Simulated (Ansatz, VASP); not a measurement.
**One calculation of TaSi5, two programs**

```
CELL_PARAMETERS angstrom
2.78076 0.00000 0.00000
-1.39038 2.40821 0.00000
0.00000 0.00000 13.91000
ATOMIC_POSITIONS crystal
Ta 0.00000 0.00000 0.00000
Si 0.66667 0.33333 0.84087
Si 0.00000 0.00000 0.67163
Si 0.66667 0.33333 0.50000
Si 0.00000 0.00000 0.32837
Si 0.66667 0.33333 0.15913
```

Change from the starting cell: species swapped into the Mg5Cd type (P-6m2, No. 187).

Alike in both runs: functional PBE; k mesh 6 × 6 × 1; occupations gaussian, width 0.1 eV; no spin polarisation.

Ansatz relaxed the structure, and its values are those at the end. VASP's run is a single point on that final structure, the one shown.

```csv
,VASP,Ansatz
version,VASP 6.6.1,Ansatz 0.2.0
potentials or method,"VASP PAW PBE potentials, release 64 (Ta_pv, Si)","scalar-relativistic, plane waves, PAW"
plane-wave cutoff (eV),520,420
valence electrons in the cell,31,33
```

```tsv
	VASP	Ansatz	Ansatz less VASP
gap on the k mesh at the Fermi level (eV)	none	none	-
pressure (GPa)	-0.1	-0.2	-0.06
rms of the force components (eV/Å)	0.010	0.011	+0.0007
```

A gap of «none» marks a metal or a gap that the smearing closes. With one functional, cell and mesh, what is left measures potentials, basis and numerics. The two sets of potentials don't hold the same shells in valence.

Caveats: the k mesh is coarse (spacing up to 0.45 Å⁻¹), so the values aren't converged. Spin-orbit coupling is left out, which matters for the levels of Ta.
